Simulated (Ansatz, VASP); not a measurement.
One calculation of Co, two programs

```
CELL_PARAMETERS angstrom
2.52048 0.00000 0.00000
-1.26024 2.18280 0.00000
0.00000 0.00000 4.10001
ATOMIC_POSITIONS crystal
Co 0.66667 0.33333 0.75000
Co 0.33333 0.66667 0.25000
```

Change from the starting cell: volume scaled by 1.06.

Alike in both runs: task single point; functional LDA; k mesh 12 × 12 × 7; occupations fermi-dirac, width 0.05 eV; collinear spin.

```csv
,VASP,Ansatz
version,VASP 6.6.1,Ansatz 0.2.0
potentials or method,"VASP PAW LDA potentials, release 64 (Co), cutoff 520 eV","all-electron LAPW, scalar-relativistic"
```

```csv
,VASP,Ansatz,Ansatz less VASP
gap on the k mesh at the Fermi level (eV),none,none,-
pressure (GPa),-24.9,-24.3,+0.64
largest component of the traceless stress (GPa),1.72,1.73,+0.007
net moment per atom (μB),1.58,1.62,+0.036
size of the moment on the site where the two differ most (μB),1.59,1.66,+0.067
```

Site moments also hang on the region over which each program counts them. A gap of «none» marks a metal or a gap that the smearing closes. Ansatz ran all-electron here, so the differences hold the error of VASP's frozen core and of both bases.

Caveats: so large a pressure means that the cell lies far from this level's equilibrium, or that cutoff or potentials fall short (VASP).
